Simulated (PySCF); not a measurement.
Atoms are numbered as in `[NH2:1][C:2]([NH2:3])=[O:4]` (H(Xn): hydrogen on atom n).

[PySCF 2.14.0 with density-fitted response routines: coordinates at the GFN2-xTB level; shieldings: GIAO PBE0/pcSseg-1; a single conformation; no solvent model; fast rotation and ring inversion assumed for equivalent nuclei; relativity neglected]

References, each an isolated molecule treated in the same way: ¹³C, ¹H vs TMS; NH3 for ¹⁵N; ¹⁷O vs H2O.

| atoms | nucleus | count | Hirshfeld charge | δ (ppm) |
| --- | --- | --- | --- | --- |
| O4 | ¹⁷O | 1 | -0.33 | 321.2 |
| C2 | ¹³C | 1 | 0.20 | 158.3 |
| N1/N3 | ¹⁵N | 2 | -0.20 | ? |
| H(N1)/H(N3) | ¹H | 4 | 0.13 | ? |

Estimate the values marked ?.

Results:


- H(N1)/H(N3): 3.42 ppm, hydrogen on an amide-type nitrogen; exchangeable; this is the value without hydrogen bonding to other molecules
- N1/N3: 86.7 ppm, amide-type nitrogen

OH and NH positions are those of a molecule without intermolecular hydrogen bonds; in solution they move with solvent, concentration and temperature, and exchange usually removes their couplings. Shifts are as computed. Against solution values, carbons near 30 ppm lie about +3 ppm off and those near 130 ppm about +5 ppm. Of 1211 compounds with measured shifts, 218 miss one by over three times the rms of a fit or turn the order of signals round; such compounds aren't used in these exercises. Hydrogen bonding in solution shields acid and N–H amide carbonyl oxygens by tens of ppm. Hydrogen bonding in solution deshields acid and N–H amide carbonyl carbons by as much as 10 ppm beyond these values. Unscaled 17O shifts of doubly bonded oxygen tend to come out too high, by tens of ppm or more. Experimental scales use liquid or dissolved standards, which lie at an offset from isolated NH3 (liquid NH3: subtract about 20 ppm) and H2O (liquid H2O: subtract about 36 ppm).
